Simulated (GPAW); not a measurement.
## FeS2 (Marcasite): which magnetic order is lowest

A self-consistent run ends on one state, which hangs on the start. Several orders of FeS2 (Marcasite) are started in GPAW and their energies compared.

Program: GPAW 26.7.0. Level of theory: PBE with U = 4.5 eV on Fe d; plane waves with GPAW's PAW setups, scalar-relativistic. Results are calculated unless marked as measured.

**1. Set-up**

Symmetry: Pnnm, No. 58, orthorhombic system. Conventional cell: a = 4.445 Å, b = 5.425 Å, c = 3.386 Å, α = 90.00°, β = 90.00°, γ = 90.00°. Nearest to Fe lie 6 S at 2.24 to 2.25 Å. S has 1 S at 2.21 Å and 3 Fe at 2.24 to 2.25 Å nearest. Farther neighbours and most contacts between anions are not listed.

Structure file:

```
Fe S
1.0
     4.44460    0.00000    0.00000
     0.00000    5.42460    0.00000
     0.00000    0.00000    3.38640
Fe S
2 4
Direct
  0.00000 0.00000 0.00000
  0.50000 0.50000 0.50000
  0.20040 0.37870 0.00000
  0.79960 0.62130 0.00000
  0.70040 0.12130 0.50000
  0.29960 0.87870 0.50000
```

**2. Run 1 (ferro ++)**

Parallel moments need no larger cell; this start tests for a ferromagnetic state only. A Hubbard U of customary size acts on the open shell; it was not fitted to this crystal.

Contents of order1.py:

```python
import json
import numpy as np
from ase import Atoms
from ase.parallel import paropen, parprint
from gpaw import GPAW

atoms = Atoms(['Fe', 'Fe', 'S', 'S', 'S', 'S'],
    cell=[[4.4446, 0.0, 0.0],
         [0.0, 5.4246, 0.0],
         [0.0, 0.0, 3.3864]],
    scaled_positions=[[0.0, 0.0, 0.0],
         [0.5, 0.5, 0.5],
         [0.2004, 0.3787, 0.0],
         [0.7996, 0.6213, 0.0],
         [0.7004, 0.1213, 0.5],
         [0.2996, 0.8787, 0.5]],
    pbc=True,
    magmoms=[4.0, 4.0, 0.0, 0.0, 0.0, 0.0])
atoms.calc = GPAW(mode={'name': 'pw', 'ecut': 550},
    xc='PBE',
    kpts={'size': (6, 4, 8), 'gamma': True},
    occupations={'name': 'fermi-dirac', 'width': 0.05},
    convergence={'density': 1e-05, 'energy': 1e-05},
    maxiter=200,
    setups={'Fe': ':d,4.5'},
    symmetry={'tolerance': 1e-4},
    txt='order1.txt')
e = atoms.get_potential_energy(force_consistent=True)
res = {'free_energy': e, 'energy_sigma0': atoms.get_potential_energy(), 'fermi_energy': atoms.calc.get_fermi_level()}
res['moments'] = atoms.get_magnetic_moments().tolist()
res['total'] = atoms.get_magnetic_moment()
parprint('site moments (muB):', np.round(res['moments'], 3))
parprint(f"total moment: {res['total']:.3f} muB")
parprint(f'free energy: {e:.6f} eV')
atoms.calc.write('order1.gpw')
with paropen('results.json', 'w') as f:
    json.dump(res, f)
```

On the command line:

```sh
> OMP_NUM_THREADS=1 mpirun -n 4 gpaw python order1.py > order1.log
```

Numbers of over 12 decimals in the logs are rounded to 6 here.

The log of the run:

```text
site moments (muB): [ 3.163  3.163 -0.007 -0.007 -0.007 -0.007]
total moment: 6.501 muB
free energy: -29.289210 eV

--- order1.txt ---
Input parameters:
  mode=PW(ecut=550),
  convergence={'density': 1e-05, 'energy': 1e-05},
  kpts=MonkhorstPack(size=(6, 4, 8), gamma=True),
  maxiter=200,
  occupations=Occupations(name='fermi-dirac', width=0.05),
  setups={'Fe': ':d,4.5'},
  symmetry=Symmetry(tolerance=0.0001),
  xc=XC(name='PBE')

Diagonalizing LCAO Hamiltonian
Converting LCAO to pw mode
    .----------.
   /|          |
  / |  S       |
 *  |   Fe     |
 |  .----------.
 | /     S  S /
 |/ S        /
 Fe---------*

Atoms  # Å, Bohr magnetons
|   | symbol |        x |        y |        z |    initial magnetic moments |
|---|--------|----------|----------|----------|-----------------------------|
| 0 |     Fe | 0.000000 | 0.000000 | 0.000000 | ( 0.0000,  0.0000,  4.0000) |
| 1 |     Fe | 2.222300 | 2.712300 | 1.693200 | ( 0.0000,  0.0000,  4.0000) |
| 2 |      S | 0.890698 | 2.054296 | 0.000000 | ( 0.0000,  0.0000,  0.0000) |
| 3 |      S | 3.553902 | 3.370304 | 0.000000 | ( 0.0000,  0.0000,  0.0000) |
| 4 |      S | 3.112998 | 0.658004 | 1.693200 | ( 0.0000,  0.0000,  0.0000) |
| 5 |      S | 1.331602 | 4.766596 | 1.693200 | ( 0.0000,  0.0000,  0.0000) |

Unit cell  # Å
| periodic |        x |        y |        z |  lengths |    angles |
|----------|----------|----------|----------|----------|-----------|
|      yes | 4.444600 | 0.000000 | 0.000000 | 4.444600 | 90.000000 |
|      yes | 0.000000 | 5.424600 | 0.000000 | 5.424600 | 90.000000 |
|      yes | 0.000000 | 0.000000 | 3.386400 | 3.386400 | 90.000000 |

Number of symmetries: 4

BZ-sampling:
  Number of BZ points: 192
  Number of IBZ points: 70

  Monkhorst-Pack size: [6, 4, 8]
  Monkhorst-Pack shift: [0.083333, 0.125, 0.0625]

K-points  # in reciprocal-cell coordinates
|     |                                coordinates |     weight |
|-----|--------------------------------------------|------------|
|   0 | (  0.00000000,   0.00000000,   0.00000000) | 0.00520833 |
|   1 | (  0.00000000,   0.00000000,   0.12500000) | 0.01041667 |
|   2 | (  0.00000000,   0.00000000,   0.25000000) | 0.01041667 |
|   3 | (  0.00000000,   0.00000000,   0.37500000) | 0.01041667 |
|   4 | (  0.00000000,   0.00000000,   0.50000000) | 0.00520833 |
|   5 | (  0.00000000,   0.25000000,   0.00000000) | 0.01041667 |
|   6 | (  0.00000000,   0.25000000,   0.12500000) | 0.02083333 |
|   7 | (  0.00000000,   0.25000000,   0.25000000) | 0.02083333 |
|   8 | (  0.00000000,   0.25000000,   0.37500000) | 0.02083333 |
|   9 | (  0.00000000,   0.25000000,   0.50000000) | 0.01041667 |
| ... |                                            |            |
|  69 | (  0.50000000,   0.50000000,   0.50000000) | 0.00520833 |

Plane wave coefficients: 2421
Cutoff: 550.0 eV

Spin-components: 2 (collinear spins)
Bands:           33
Projectors:      32
Spin-degeneracy: 1
Datatype:        complex128

Parallelization:
  kpt:    4
  domain: 1
  band:   1

Density:
  Valence electrons: 40.0
  Components: 2
  Grid points: [25 30 20]
  Charge: 0.0  # |e|

Potential:
  Grid points: [25 30 20]

species:
  Fe:
    name:    Iron
    Z:       26.0
    valence: 8
    core:    18
    charge:  0.0  # [|e|]
    Hubbard: {U: 4.5,  # eV
              l: 2,
              scale: True}
    compensation charges:
      type: gauss
      rc: 0.33  # [Å]
      lmax: 2
    cutoffs:
      filter: 2.06  # [Å]
      core: 2.67  # [Å]
    projectors
    | kind |    occ | energy [eV] | rcut [Å] |
    |------|--------|-------------|----------|
    |   4s |  2.000 |      -5.291 |    1.164 |
    |   4p |  0.000 |      -1.326 |    1.058 |
    |   3d |  6.000 |      -7.505 |    1.058 |
    |    s |        |      21.920 |    1.164 |
    |    p |        |      25.885 |    1.058 |
    |    d |        |      19.706 |    1.058 |

    Using partial waves for Fe as LCAO basis

  S:
    name:    Sulfur
    Z:       16.0
    valence: 6
    core:    10
    charge:  0.0  # [|e|]
    compensation charges:
      type: gauss
      rc: 0.24  # [Å]
      lmax: 2
    cutoffs:
      filter: 1.77  # [Å]
      core: 1.66  # [Å]
    projectors
    | kind |    occ | energy [eV] | rcut [Å] |
    |------|--------|-------------|----------|
    |   3s |  2.000 |     -17.254 |    0.974 |
    |   3p |  4.000 |      -7.008 |    0.979 |
    |    s |        |       9.957 |    0.974 |
    |    p |        |      20.203 |    0.979 |
    |    d |        |       0.000 |    0.900 |

    Using partial waves for S as LCAO basis

Reference energy: -112669.388790  # eV

eigensolver:
  PPCG
  Converge bands: occupied
  niter=2

density mixing:
  MSR1-Mixer
  Pratt-step length: 0.05
  Maximum mixing coefficient: 0.75
  Old densities: 10
  SVD Regularization: 0.005
  Good broyden scale: 1.0
  Trust region scale: 1.0
  Backstep threshold: 4.0
  History deletion threshold: 6.0
  Fourier metric: weight=20.0, sigma=0.015

occupation numbers:
  Fermi-Dirac:
    width: 0.0500  # eV

poisson solver:
  ecut: 4400.0  # eV

xc functional:
  name: PBE with 2 nearest neighbor stencil

convergence criteria:
- Maximum integral of absolute [dens]ity change: 1e-05 electrons / valence electron
- Maximum [total energy] change in last 3 cyles: 1e-05 eV / valence electron
- Maximum integral of absolute [eigenst]ate change: 4e-08 eV^2 / valence electron
maximum number of iterations: 200

SCF iterations
|iter     |      energy | eigst |  dens |  magmom |
|---------|-------------|-------|-------|---------|
|iter:   1|       0s |  -28.337795 | +0.39 |       |  +8.0057|
|iter:   2|       5s |  -28.420431 | -1.29 | -1.00 |  +7.9544|
|iter:   3|      10s |  -28.817565 | -1.81 | -1.03 |  +7.1880|
|iter:   4|      15s |  -28.850925 | -1.47 | -1.16 |  +6.8551|
|iter:   5|      19s |  -28.859798 | -2.08 | -1.44 |  +6.6799|
|iter:   6|      24s |  -29.175975 | -2.37 | -1.72 |  +6.4621|
|iter:   7|      29s |  -29.227761 | -2.66 | -1.77 |  +6.4247|
|iter:   8|      34s |  -29.276272 | -2.78 | -1.91 |  +6.4387|
|iter:   9|      39s |  -29.280445 | -3.38 | -2.17 |  +6.4728|
|iter:  10|      44s |  -29.281808 | -3.96 | -2.45 |  +6.5029|
|iter:  11|      48s |  -29.282018 | -4.75 | -2.93 |  +6.5073|
|iter:  12|      53s |  -29.282060c| -5.86 | -3.42 |  +6.5062|
|iter:  13|      58s |  -29.282069c| -6.31 | -3.78 |  +6.5040|
|iter:  14|      63s |  -29.282074c| -6.76 | -4.09 |  +6.5019|
|iter:  15|      68s |  -29.282076c| -6.34 | -4.29 |  +6.5004|
|iter:  16|      72s |  -29.282083c| -6.36 | -4.16 |  +6.4995|
|iter:  17|      77s |  -29.282077c| -6.19 | -4.23 |  +6.4989|
|iter:  18|      82s |  -29.282069c| -6.20 | -4.14 |  +6.4989|
|iter:  19|      87s |  -29.282071c| -6.61 | -4.17 |  +6.5002|
|iter:  20|      92s |  -29.282083c| -6.66 | -4.40 |  +6.5008|
|iter:  21|      96s |  -29.282090c| -6.43 | -4.66 |  +6.5010|
|iter:  22|     100s |  -29.282091c| -7.37 | -4.95 |  +6.5010|
|iter:  23|     104s |  -29.282091c| -7.82c| -5.16c|  +6.5010|

Converged in 23 steps
Energy contributions relative to reference atoms: (reference = -112669.388790)

Energy contributions:
  Kinetic:         125.985910
  Coulomb:        -103.779449
  Zero:              0.246432
  External:          0.000000
  Xc:              -51.727866
  Entropy:          -0.014237
  Spinorbit:         0.000000
  ----------------------------
  Free energy:     -29.289210
  Extrapolated:    -29.282091

dipole moment: (-10.741693, -13.110153, -29.923755)  # |e|*Ang

Total magnetic moment: (0.000000, 0.000000, 6.501040)

Local magnetic moments
|        x |        y |         z |
|----------|----------|-----------|
| 0.000000 | 0.000000 |  3.163252 |  # Fe   0
| 0.000000 | 0.000000 |  3.163245 |  # Fe   1
| 0.000000 | 0.000000 | -0.006839 |  # S    2
| 0.000000 | 0.000000 | -0.006839 |  # S    3
| 0.000000 | 0.000000 | -0.006839 |  # S    4
| 0.000000 | 0.000000 | -0.006839 |  # S    5

Fermi level: 10.419
Eigenvalues  # (at kpt = [0.000, 0.000, 0.000])
| band index |      eig [eV] | occ [0-1] |      eig [eV] | occ [0-1] |
|------------|---------------|-----------|---------------|-----------|
|          0 |        -7.104 |     1.000 |        -7.043 |     1.000 |
|        ... |               |           |               |           |
|         11 |         4.571 |     1.000 |         6.788 |     1.000 |
|         12 |         4.583 |     1.000 |         7.078 |     1.000 |
|         13 |         4.607 |     1.000 |         8.225 |     1.000 |
|         14 |         5.184 |     1.000 |         8.432 |     1.000 |
|         15 |         5.532 |     1.000 |         9.289 |     1.000 |
|         16 |         6.007 |     1.000 |        10.123 |     0.997 |
|         17 |         6.117 |     1.000 |        11.008 |     0.000 |
|         18 |         6.283 |     1.000 |        11.087 |     0.000 |
|         19 |         8.141 |     1.000 |        11.397 |     0.000 |
|         20 |         8.352 |     1.000 |        11.828 |     0.000 |
|         21 |        10.973 |     0.000 |        12.603 |     0.000 |
|         22 |        11.054 |     0.000 |        13.244 |     0.000 |
|         23 |        11.251 |     0.000 |        14.389 |     0.000 |
|         24 |        11.475 |     0.000 |        14.874 |     0.000 |
|         25 |        12.681 |     0.000 |        15.344 |     0.000 |
|         26 |        13.843 |     0.000 |        15.406 |     0.000 |
|        ... |               |           |               |           |
|         32 |        18.990 |     0.000 |        23.611 |     0.000 |

No gap
No difference between direct/indirect transitions
```

Run time: 1.9 min. Hardware: 4 MPI ranks of Arm Neoverse V1, shared host; peak memory 0.95 GiB.

Spin moment in the augmentation sphere by atom:

| atom | spin moment in the augmentation sphere (μB) |
| --- | --- |
| Fe1 | 3.16 |
| Fe2 | 3.16 |
| S3 | -0.01 |
| S4 | -0.01 |
| S5 | -0.01 |
| S6 | -0.01 |

This step gave:

```yaml
magnetization: 6.501 μB
final_state: ferromagnetic
```

After 23 cycles the largest moment stands at 3.16 μB.

[end of part 1 of 2]

[Logs and program files are shortened in this print: banners, set-up blocks, solver, clock and traceback lines can be left out without a mark of their own.]

[Logs are printed without paths, hosts, clocks, repeated set-up lines and the standing remarks that a program may print on its own settings, such as how far it seeks lower states.]

[Hosts, paths, dates, database ids (printed as entryN), source tags and the programs' standing remarks are cut or masked in the printed files.]

[Where a cell is said to come from a database of computed structures, the database is the Materials Project.]
